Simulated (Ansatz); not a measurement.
# Ionic part of the dielectric constant of ZnS at 40 GPa, mode by mode

Method: Ansatz, DFT PBEsol, scalar-relativistic, plane waves, PAW. Cutoff 420 eV, 10×10×10 k-points (Γ-centred), fixed occupations. No spin polarisation. Phonons by linear response, acoustic sum rule imposed.

It takes space group F-43m (No. 216, cubic). Conventional cell: a = 4.887 Å, b = 4.887 Å, c = 4.887 Å, α = 90.00°, β = 90.00°, γ = 90.00°. Zn (site symmetry -43m) has 4 S at 2.12 Å as nearest neighbours. S (site symmetry -43m) has 4 Zn at 2.12 Å as nearest neighbours.

The real crystal has changed phase below this pressure.

The primitive cell has V = 29.18 Å³ and ε∞,zz = 6.381. Each polar mode adds Δε = (4.92064×10⁷/V)·S/ν² along z, with S its oscillator strength in e²/amu, ν in cm⁻¹ and V in Å³.

Question: From these modes, find each Δε and ε0,zz.
| ν (cm⁻¹) | S_zz (e²/amu) |
| --- | --- |
| 431.6 | 0.1096 |

Answer:
```json
{"ν (cm⁻¹)": "431.6", "Δε": "0.99"}
```

The sum is 0.993, so ε0,zz = 7.37; the run's tensor has 7.37.

Question: Where do the longitudinal modes lie for a wave vector along z?

Answer: At 464 cm⁻¹. The Lyddane–Sachs–Teller product Π(ν_LO/ν_TO)² = 1.16 matches ε0/ε∞ = 1.16.

Cost: 1 run of about 1 core-minutes, on Arm Neoverse V2 (shared hosts).

The static dielectric response of compressed zinc-blende ZnS is mainly electronic: the lattice adds only 0.99 to an ε∞ of 6.381. All of it comes from the zone-centre optical vibration, in which the Zn and S sublattices move against each other. The contribution is small because the bond is partly covalent, which limits the dipole created by this motion, and because the short bonds are stiff. Stiffness counts strongly, since the ionic term falls with the square of the transverse frequency.

The same balance explains the modest rise from 431.6 to 464 cm⁻¹ for the longitudinal mode. Its macroscopic field adds a restoring force, but the polarisable valence electrons screen much of it. The Lyddane–Sachs–Teller match shows that the calculation is internally consistent; it is not an independent test of the permittivity. ε∞ itself is probably somewhat too large, as semilocal functionals tend to underestimate the gap. The real frequency of the polar mode does not establish dynamical stability, which also depends on phonons away from the zone centre.
